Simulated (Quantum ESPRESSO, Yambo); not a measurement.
An input for Yambo 5.3.0 (AlN (P6_3mc)):

```
optics
bss
bse
em1s
dipoles
rim_cut
RandQpts= 1000000
RandGvec= 1 RL
Chimod= "HARTREE"
BSKmod= "SEX"
BSEmod= "resonant"
BSSmod= "d"
BSENGexx= 1 RL
BSENGBlk= 4 Ry
% BSEQptR
 1 | 1 |
%
% BSEBands
 7 | 10 |
%
% BEnRange
 0 | 8 | eV
%
% BDmRange
 0.1 | 0.1 | eV
%
BEnSteps= 161
% BLongDir
 1 | 0 | 0 |
%
% BndsRnXs
 1 | 17 |
%
NGsBlkXs= 4 Ry
% LongDrXs
 1 | 1 | 1 |
%
% KfnQP_E
 1.237 | 1.0 | 1.0 |
%
WRbsWF
FFTGvecs= 32 Ry
```

The database entry behind the starting cell differs from later determinations by our own check (inner coordinate u about 0.002 short), so it need not match the best structure at ambient conditions.

```sh
OMP_NUM_THREADS=1 mpirun -n 8 yambo -F bse19.in -J bse19,bse18_W -C bse19 > bse19.log
```

The stored states that it reads are on a 12×12×8 mesh. Symmetry: P6_3mc, No. 186, hexagonal system. The conventional cell has a = 3.113 Å, b = 3.113 Å, c = 4.981 Å, α = 90.00°, β = 90.00°, γ = 120.00°. Nearest to Al lie 4 N at 1.89 Å. Nearest to N lie 4 Al at 1.89 Å. Farther neighbours and most contacts between anions are not listed.

Q: Estimate wall time and host memory on 8 MPI ranks of Arm Neoverse V1, shared host.

It took 4.7 min; on shared hardware allow 2.3 min to 9.3 min. Peak host memory was 8.6 GiB.

The kernel grows as the square of the matrix size, and full diagonalisation as its cube.

[Paths, hosts, dates, memory and timing lines, banners, echoed tables and standing remarks are left out of the program output.]

[Logs are printed without paths, hosts, clocks, repeated set-up lines and the standing remarks that a program may print on its own settings, such as how far it seeks lower states.]

[Runs of the session that timed out or met a known fault of the program may be left out.]

[Hosts, paths, dates, database ids (printed as entryN), source tags and the programs' standing remarks are cut or masked in the printed files.]
